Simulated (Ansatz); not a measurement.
Hg (P6_3/mmc), stationary points along a deformation path

Theory: DFT PBE+D3(BJ), scalar-relativistic, plane waves, PAW (Ansatz 0.2.0). Cutoff 420 eV, Γ-centred 18×18×6 k-points, Gaussian smearing of 0.15 eV. Spin–orbit coupling is left out, which can shift energies with elements as heavy as these. No spin polarisation. Energies are free energies at this smearing, counted from the undisturbed cell; pressure is positive in compression.

The starting cell (relaxed at this level; with this scan's settings it stands at -0.1 GPa; this form isn't the usual structure):

```
Hg
1.0
     3.33750    0.00000    0.00000
    -1.66875    2.89036    0.00000
     0.00000    0.00000   10.58827
Hg
4
Direct
  0.00000 0.00000 0.00000
  0.33333 0.66667 0.25000
  0.00000 0.00000 0.50000
  0.66667 0.33333 0.75000
```

At fixed volume and fractional coordinates, lengths along (0.000, 0.000, 1.000) are scaled against those across it; ρ is that ratio over its starting value. V = 25.535 Å³/atom. Δσ is the stress along the axis less the mean stress across it (compression positive).

```csv
ρ,ΔE (meV/atom),Δσ (GPa),space group
0.800,-0.2,0.41,P6_3/mmc
0.850,-0.9,-0.23,P6_3/mmc
0.920,1.3,0.19,P6_3/mmc
0.960,0.2,0.23,P6_3/mmc
1.000,0.0,-0.19,P6_3/mmc
1.050,2.2,-0.62,P6_3/mmc
1.100,6.5,-1.20,P6_3/mmc
1.200,24.0,-2.43,P6_3/mmc
1.300,51.4,-4.12,P6_3/mmc
```

How does the stress give the slope of the energy, and where is the energy stationary?

Along the path d ln(length) is 2/3 d ln ρ on the axis and −1/3 d ln ρ across it, so dE/d ln ρ = −(2/3) V Δσ: the energy falls with ρ where Δσ is positive. Δσ vanishes or changes sign between ρ = 0.800 and 0.850, a minimum (near 0.83 by linear interpolation); between ρ = 0.850 and 0.920, a maximum (near 0.89 by linear interpolation); between ρ = 0.960 and 1.000, a minimum (near 0.98 by linear interpolation). Pairs of stationary points between two samples would go unseen, and could change a minimum read from distant neighbours into a maximum.

Integrate that slope from ρ = 1 to 0.850 by the trapezoid rule.

With V/N in Å³ and 1 eV/Å³ = 160.2 GPa the slopes at ρ = 1.000, 0.960, 0.920, 0.850 are 20, -24, -20, 24 meV/atom per unit of ln ρ. The steps add 0.1 + 0.9 + (-0.2) = 0.9 meV/atom, against -0.9 from the energies; the trapezoid rule misses the curvature of the slope within each step.

In a metal these slopes depend on the k mesh and the smearing.